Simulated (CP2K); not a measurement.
Here is a CP2K 2026.2 calculation.

The input sno_bands.inp:

```
&GLOBAL
  PROJECT sno_bands
  RUN_TYPE ENERGY_FORCE
  PRINT_LEVEL LOW
&END GLOBAL
&FORCE_EVAL
  METHOD QS
  STRESS_TENSOR ANALYTICAL
  &DFT
    BASIS_SET_FILE_NAME BASIS_MOLOPT_UZH
    POTENTIAL_FILE_NAME POTENTIAL_UZH
    &MGRID
      CUTOFF 600
      REL_CUTOFF 60
      NGRIDS 5
    &END MGRID
    &QS
      METHOD GPW
      EPS_DEFAULT 1.0E-9
    &END QS
    &KPOINTS
      SCHEME MONKHORST-PACK 7 7 6
      GAMMA_CENTERED T
      SYMMETRY T
      SYMMETRY_BACKEND SPGLIB
    &END KPOINTS
    &SCF
      SCF_GUESS ATOMIC
      EPS_SCF 1.0E-6
      MAX_SCF 100
      ADDED_MOS 14
      CHOLESKY OFF
      EPS_EIGVAL 1.0E-7
      &DIAGONALIZATION ON
        ALGORITHM STANDARD
      &END DIAGONALIZATION
      &MIXING ON
        METHOD BROYDEN_MIXING
        ALPHA 0.4
        BETA 1.5
        NBUFFER 8
      &END MIXING
      &SMEAR ON
        METHOD FERMI_DIRAC
        ELECTRONIC_TEMPERATURE [K] 580.226
      &END SMEAR
    &END SCF
    &XC
      &XC_FUNCTIONAL
        &GGA_X_PBE
        &END GGA_X_PBE
        &GGA_C_PBE
        &END GGA_C_PBE
      &END XC_FUNCTIONAL
    &END XC
    &PRINT
      &KPOINTS ON
      &END KPOINTS
      &MULLIKEN ON
      &END MULLIKEN
      &MO ON
        ENERGIES T
        OCCUPATION_NUMBERS T
        &EACH
          QS_SCF 0
        &END EACH
        ADD_LAST NUMERIC
      &END MO
      &BAND_STRUCTURE
        FILE_NAME bands.bs
        ADDED_MOS 2
        &KPOINT_SET
          UNITS B_VECTOR
          NPOINTS 6
          SPECIAL_POINT GAMMA 0.00000000 0.00000000 0.00000000
          SPECIAL_POINT X 0.00000000 0.50000000 0.00000000
          SPECIAL_POINT M 0.50000000 0.50000000 0.00000000
          SPECIAL_POINT GAMMA 0.00000000 0.00000000 0.00000000
          SPECIAL_POINT Z 0.00000000 0.00000000 0.50000000
          SPECIAL_POINT R 0.00000000 0.50000000 0.50000000
          SPECIAL_POINT A 0.50000000 0.50000000 0.50000000
          SPECIAL_POINT Z 0.00000000 0.00000000 0.50000000
        &END KPOINT_SET
        &KPOINT_SET
          UNITS B_VECTOR
          NPOINTS 6
          SPECIAL_POINT X 0.00000000 0.50000000 0.00000000
          SPECIAL_POINT R 0.00000000 0.50000000 0.50000000
        &END KPOINT_SET
        &KPOINT_SET
          UNITS B_VECTOR
          NPOINTS 6
          SPECIAL_POINT M 0.50000000 0.50000000 0.00000000
          SPECIAL_POINT A 0.50000000 0.50000000 0.50000000
        &END KPOINT_SET
      &END BAND_STRUCTURE
    &END PRINT
  &END DFT
  &SUBSYS
    &CELL
      ABC 3.8136952200 3.8136952200 4.9846515660
      ALPHA_BETA_GAMMA 90.0000000000 90.0000000000 90.0000000000
      PERIODIC XYZ
    &END CELL
    &COORD
      SCALED
      Sn  0.5000000000 0.0000000000 0.7646261400
      Sn  0.0000000000 0.5000000000 0.2353738600
      O   0.0000000000 0.0000000000 0.0000000000
      O   0.5000000000 0.5000000000 0.0000000000
    &END COORD
    &KIND Sn
      BASIS_SET TZVP-MOLOPT-PBE-GTH-q4
      POTENTIAL GTH-PBE-q4
    &END KIND
    &KIND O
      BASIS_SET TZVP-MOLOPT-PBE-GTH-q6
      POTENTIAL GTH-PBE-q6
    &END KIND
    &PRINT
      &ATOMIC_COORDINATES ON
      &END ATOMIC_COORDINATES
      &CELL ON
      &END CELL
      &SYMMETRY ON
      &END SYMMETRY
    &END PRINT
  &END SUBSYS
  &PRINT
    &FORCES ON
    &END FORCES
    &STRESS_TENSOR ON
    &END STRESS_TENSOR
  &END PRINT
&END FORCE_EVAL
```

Potentials or basis: POTENTIAL_UZH Sn GTH-PBE-q4, O GTH-PBE-q6; TZVP-MOLOPT-PBE-GTH basis.

Launch:

```sh
$ OMP_NUM_THREADS=1 cp2k.psmp -i sno_bands.inp -o sno_bands.out
```

Question: Predict the Mulliken charges.

Answer: Sn +1.19; O -1.19 e.

Question: Predict the largest force.

Answer: 0.458 eV/Å.

Levels at the corners of the path, in eV from the valence-band top:
| point | band 6 | band 7 | band 8 | band 9 | band 10 | band 11 | band 12 | band 13 | band 14 | band 15 |
| --- | --- | --- | --- | --- | --- | --- | --- | --- | --- | --- |
| Γ | -6.17 | -3.44 | -3.02 | -3.02 | 0.00 | 2.00 | 4.22 | 4.83 | 4.83 | 5.54 |
| X | -4.96 | -4.73 | -4.73 | -2.71 | -2.71 | 3.02 | 3.02 | 5.92 | 5.92 | 5.99 |
| M | -5.06 | -2.35 | -2.35 | -1.97 | -1.97 | 0.11 | 0.11 | 4.75 | 4.75 | 6.94 |
| Γ | -6.17 | -3.44 | -3.02 | -3.02 | 0.00 | 2.00 | 4.22 | 4.83 | 4.83 | 5.54 |
| Z | -3.50 | -3.40 | -3.04 | -3.04 | -2.27 | 1.81 | 3.10 | 3.10 | 3.76 | 7.86 |
| R | -5.35 | -4.70 | -4.70 | -1.76 | -1.76 | 2.43 | 2.43 | 5.55 | 5.55 | 6.56 |
| A | -5.46 | -2.68 | -2.68 | -2.35 | -2.35 | 2.35 | 2.35 | 3.78 | 3.78 | 5.88 |
| Z | -3.50 | -3.40 | -3.04 | -3.04 | -2.27 | 1.81 | 3.10 | 3.10 | 3.76 | 7.86 |
| X | -4.96 | -4.73 | -4.73 | -2.71 | -2.71 | 3.02 | 3.02 | 5.92 | 5.92 | 5.99 |
| R | -5.35 | -4.70 | -4.70 | -1.76 | -1.76 | 2.43 | 2.43 | 5.55 | 5.55 | 6.56 |
| M | -5.06 | -2.35 | -2.35 | -1.97 | -1.97 | 0.11 | 0.11 | 4.75 | 4.75 | 6.94 |
| A | -5.46 | -2.68 | -2.68 | -2.35 | -2.35 | 2.35 | 2.35 | 3.78 | 3.78 | 5.88 |

Caveat: spin-orbit coupling is left out, which moves the levels of the heavy elements; the mesh misses the band edges, which the band path finds closer together; the basis of atomic orbitals isn't converged, which shifts pressures, moduli and gaps.
